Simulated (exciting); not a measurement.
# V: equation of state with PBEsol

V:

```
V
1.0
    -1.51435    1.51435    1.51435
     1.51435   -1.51435    1.51435
     1.51435    1.51435   -1.51435
V
1
Cartesian
  0.0000 0.0000 0.0000
```

| Property | Result |
| --- | --- |
| Program | exciting (release sodium) |
| Task | equation of state |
| Functional | PBEsol |
| Potentials or basis | all-electron LAPW+lo, shipped species files, valence relativity iora* |
| rgkmax | 9 |
| k mesh | 12 × 12 × 12 |
| Occupations | fermi-dirac, width 0.05 eV |
| Spin | collinear spin, ferromagnetic start |

| Item | Value |
| --- | --- |
| Equilibrium volume | outside the volumes run |

Energy against volume, from the lowest point:
| volume (Å³/atom) | energy (meV/atom) |
| --- | --- |
| 13.058 | 0.00 |
| 13.336 | 5.96 |
| 13.613 | 18.31 |
| 13.891 | 36.45 |
| 14.169 | 59.50 |
| 14.447 | 87.51 |
| 14.725 | 119.65 |

Caveat: the minimum lies outside the volumes run.
